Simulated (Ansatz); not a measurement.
The system is HfC.

```xyz
2
Lattice="2.4394 0.0000 0.0000 0.0000 4.6950 0.0000 0.0000 0.0000 2.5623" Properties=species:S:1:pos:R:3 pbc="T T T"
Hf    0.0000    0.0000    0.0000
C     0.0000    2.3475    1.9217
```

The cell was built by a generator and needn't be a form met in nature.

Base run:

```yaml
Program: Ansatz 0.2.0
Functional: BLYP
Potentials_or_basis: Ansatz PAW
Cutoff: "420 eV (not typed: the program's choice for these potentials)"
k_mesh: 11 × 6 × 10
Occupations: fermi-dirac, width 0.05 eV
Spin: no spin polarisation
```

Its results: band gap on the k mesh none (metal or under the smearing width); pressure 17.8 GPa; largest force 0.036 eV/Å.

Question: The run is repeated on the same cell with these changes: functional from BLYP to revPBE. What comes out?

Answer: Band gap on the k mesh none (metal or under the smearing width); pressure 13.8 GPa; largest force 0.131 eV/Å.

Caveats: spin-orbit coupling is left out, which moves the levels of the heavy elements; the PAW data sets come from PBE, with cores solved anew for the run's functional, which leaves a small shift of forces and pressure; so large a pressure means that the cell lies far from this level's equilibrium, or that cutoff or potentials fall short (some runs).
